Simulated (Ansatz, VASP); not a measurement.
## V: VASP and Ansatz over several settings

```
CELL_PARAMETERS angstrom
-1.49388 1.49388 1.49388
1.49388 -1.49388 1.49388
1.49388 1.49388 -1.49388
ATOMIC_POSITIONS crystal
V 0.00000 0.00000 0.00000
```

Change from the starting cell: volume scaled by 0.96.

Single points on this cell with VASP 6.6.1 and Ansatz 0.2.0. Each row is one pair of runs. Alike in all rows: spin: collinear, ferromagnetic start; k mesh: 12 × 12 × 12; smearing: fermi-dirac, width 0.05 eV; VASP's potentials, cutoff: VASP PAW PBE potentials, release 64 (V_sv), 520 eV.

```csv
level,"Ansatz's potentials, cutoff","gap on the k mesh at the Fermi level (eV), VASP","gap on the k mesh at the Fermi level (eV), Ansatz","pressure (GPa), VASP","pressure (GPa), Ansatz","net moment per atom (μB), VASP","net moment per atom (μB), Ansatz"
PBE,"Ansatz PAW, 420 eV",none,none,1.9,1.7,0.00,0.00
PBE,"PseudoDojo standard (PBE files), 1143 eV",none,none,1.9,1.8,0.00,0.00
PBEsol,"Ansatz PAW, 420 eV",?,none,?,-5.5,?,0.00
```

Fill in what VASP gave in row 3.

gap on the k mesh at the Fermi level (eV): none; pressure (GPa): -5.3; net moment per atom (μB): 0.00.

A gap of «none» marks a metal or a gap that the smearing closes.

Caveats: the PAW data sets were made with another functional, which shifts forces and pressure a little (VASP); the starting moments weren't kept (Ansatz); the PAW data sets come from PBE, with cores solved anew for the run's functional, which leaves a small shift of forces and pressure (Ansatz).
